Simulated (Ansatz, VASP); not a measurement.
# Two plane-wave programs on BaTiO3

```xyz
5
Lattice="2.9120 1.6813 2.4148 -2.9120 1.6813 2.4148 0.0000 -3.3625 2.4148" Properties=species:S:1:pos:R:3 pbc="T T T"
Ba    0.0000    0.0000   -0.0739
Ti    0.0000    0.0000    3.4346
O     0.0000    1.6263    2.5484
O    -1.4084   -0.8131    2.5484
O     1.4084   -0.8131    2.5484
```

Alike in both runs: functional PBE; k mesh 6 × 6 × 6; occupations gaussian, width 0.02 eV; no spin polarisation.

Ansatz relaxed the structure, and its values are those at the end. VASP's run is a single point on that final structure, the one shown.

|  | VASP | Ansatz |
| --- | --- | --- |
| version | VASP 6.6.1 | Ansatz 0.2.0 |
| potentials or method | VASP PAW PBE potentials, release 64 (Ba_sv, Ti_sv, O) | scalar-relativistic, plane waves, PAW |
| plane-wave cutoff (eV) | 520 | 420 |
| valence electrons in the cell | 40 | 40 |

VASP gave:

- gap on the k mesh at the Fermi level (eV): 2.88
- least direct gap on the mesh (eV): 3.46
- pressure (GPa): -3.2
- rms of the force components (eV/Å): 0.046

Estimate Ansatz's values.

gap on the k mesh at the Fermi level (eV): 2.93; least direct gap on the mesh (eV): 3.48; pressure (GPa): -4.5; rms of the force components (eV/Å): 0.003.

Caveats: spin-orbit coupling is left out, which moves the levels of the heavy elements. A k mesh can miss the band edges.
